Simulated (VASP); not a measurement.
Wanted: the native input for a VASP 6.6.1 run.

```
Task                   : single point
Functional             : PBE
Dispersion             : D3(BJ)
Potentials or basis    : VASP PAW PBE potentials, release 64 (S, Mo_sv)
Cutoff                 : 520 eV
k mesh                 : 12 × 12 × 1
Occupations            : gaussian, width 0.01 eV
Spin                   : no spin polarisation
Dipole correction      : no
Further INCAR settings : ALGO = Fast; EDIFF = 1e-06; NBANDS = 35
```

The structure of MoS2 lies in POSCAR:

```
MoS2
1.0
    3.1600000000      0.0000000000      0.0000000000
   -1.5800000000      2.7366402760      0.0000000000
    0.0000000000      0.0000000000     24.3200000000
S Mo
4 2
Direct
    0.3333333333      0.6666666667      0.3083881579
    0.3333333333      0.6666666667      0.4366776316
    0.6666666667      0.3333333333      0.5633223684
    0.6666666667      0.3333333333      0.6916118421
    0.6666666667      0.3333333333      0.3725328947
    0.3333333333      0.6666666667      0.6274671053
```

The cell was built by a generator and needn't be a form met in nature.

The input as run:

INCAR

```
  PREC = Accurate
  ENCUT = 520
  EDIFF = 1E-6
  ISMEAR = 0
  SIGMA = 0.01
  LREAL = False
  LASPH = True
  NELM = 100
  ALGO = Fast
  ISIF = 2
  LWAVE = False
  LCHARG = False
  GGA = PE
  IVDW = 12
  NBANDS = 35
```

KPOINTS

```
Automatic mesh
0
Gamma
  12 12 1
```

Potentials or basis: VASP PAW PBE potentials, release 64 (S, Mo_sv).

Launch:

```console
$ cat potpaw_PBE.64/S/POTCAR potpaw_PBE.64/Mo_sv/POTCAR > POTCAR
$ mpirun -np 1 vasp_std > vasp.out
```

Results of the run:

The largest force is 0.106 eV/Å, the band gap on the k mesh is 1.32 eV, indirect (least direct gap 1.72 eV) and the dispersion energy per atom is -0.369 eV.

It took 5.1 min on 1 thread of Intel(R) Xeon(R) Platinum 8488C (Sapphire Rapids), with other jobs on the host, peak memory 0.38 GiB.
